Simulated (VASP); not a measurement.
Runs of VASP 6.6.1 on Pb3O. All rows change the cell; the cell of one of them follows. It takes space group Im-3m (No. 229, cubic). Conventional cell: a = 6.034 Å, b = 6.034 Å, c = 6.034 Å, α = 90.00°, β = 90.00°, γ = 90.00°. Pb (site symmetry 4/mmm) has 4 Pb at 3.02 Å and 2 O at 3.02 Å as nearest neighbours. O (site symmetry m-3m) has 6 Pb at 3.02 Å as nearest neighbours. The cell was built by a generator and needn't be a form met in nature.

| task | cell | k mesh | cutoff (eV) | mesh quality | gap on the mesh (eV) | pressure (GPa) | relaxed volume (Å³/atom) |
| --- | --- | --- | --- | --- | --- | --- | --- |
| relaxation of cell and atoms | relaxed from: random cell by space group and Wyckoff sites (Im-3m, No. 229) | 12 × 12 × 12 | 600 | not flagged | none | 0.0 | 27.06 |
| relaxation of cell and atoms | relaxed from: random cell by space group and Wyckoff sites (Im-3m, No. 229) | 4 × 4 × 4 | 600 | not flagged | none | -0.1 | (a) |
| single point | random cell by space group and Wyckoff sites (Im-3m, No. 229) | 4 × 4 × 4 | 520 | coarse | none | -0.1 | - |
| single point | random cell by space group and Wyckoff sites (Im-3m, No. 229) | 4 × 4 × 4 | 520 | not flagged | none | -3.3 | - |
| single point | random cell by space group and Wyckoff sites (Im-3m, No. 229) | 12 × 12 × 12 | 520 | not flagged | none | -0.1 | - |

Alike in all rows: level PBE; potentials or basis VASP PAW PBE potentials, release 64 (Pb_d, O); no spin polarisation; smearing gaussian 0.1 eV.

Question: Estimate the missing entries.

Answer: (a) 27.44.

Caveats: some runs use coarse meshes.

A k mesh can miss the band edges, and the runs leave out spin-orbit coupling on Pb.

A gap of «none» marks a metal or a gap under the smearing width.
